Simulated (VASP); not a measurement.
**From an Ansatz input to VASP: SiC (strained zincblende)**

Ansatz input

```yaml
crystal:
  lattice:
    - [0.0, 2.1998328745, 2.1998328745]
    - [2.1998328745, 0.0, 2.1998328745]
    - [2.1998328745, 2.1998328745, 0.0]
  atoms:
    - { symbol: Si, position: [0.0, 0.0, 0.0] }
    - { symbol: C, position: [0.25, 0.25, 0.25] }
kpoints:
  mp_grid: { grid: [10, 10, 10] }
  band_path:
    path:
      - [0.0, 0.0, 0.0]
      - [-0.5, -0.5, 0.0]
      - [-0.375, -0.375, 0.25]
      - [-0.375, 0.0, 0.375]
      - [0.0, 0.0, 0.5]
      - [-0.5, -0.25, 0.25]
      - [0.0, 0.5, 0.5]
    npoints: 1
hamiltonian:
  xc: pbe
scf:
  occupations: { method: fermi_dirac, width: 0.02 }
  n_extra_bands: 4
output:
  forces: true
  stress: true
  eigenvalues: true
```

Q: Translate this input to VASP.

A: 

INCAR

```
EDIFF = 1E-7
NELM = 120
PREC = Accurate
LREAL = .FALSE.
ISIF = 2
LCHARG = .FALSE.
GGA = PE
NSW = 0
ENCUT = 520
IBRION = -1
NBANDS = 11
LASPH = .TRUE.
ISMEAR = -1
LWAVE = .FALSE.
SIGMA = 0.02
```

KPOINTS

```
KPOINTS created by Atomic Simulation Environment
0
Gamma
10 10 10
0 0 0
```

KPOINTS_OPT

```
special points
7
Reciprocal
0.0000000000 0.0000000000 0.0000000000 1
-0.5000000000 -0.5000000000 0.0000000000 1
-0.3750000000 -0.3750000000 0.2500000000 1
-0.3750000000 0.0000000000 0.3750000000 1
0.0000000000 0.0000000000 0.5000000000 1
-0.5000000000 -0.2500000000 0.2500000000 1
0.0000000000 0.5000000000 0.5000000000 1
```

POSCAR

```
Si C
 1.0000000000000000
     0.0000000000000000    2.1998328745000002    2.1998328745000002
     2.1998328745000002    0.0000000000000000    2.1998328745000002
     2.1998328745000002    2.1998328745000002    0.0000000000000000
 Si  C
   1   1
Cartesian
  0.0000000000000000  0.0000000000000000  0.0000000000000000
  1.0999164372499999  1.0999164372499999  1.0999164372499999
```

VASP ran with the recommended PBE PAW datasets (8 valence electrons in the cell). Other inputs would serve too.

|  | Ansatz | VASP |
| --- | --- | --- |
| gap between bands v and c | 1.38 eV | 1.38 eV |
| least direct gap | 4.52 eV | 4.51 eV |
| pressure | -2.8 GPa | -2.9 GPa |

Each program uses its own PAW datasets. VASP's cell holds 8 valence electrons and Ansatz's 8. Ansatz's stress includes a Pulay correction; VASP's doesn't.
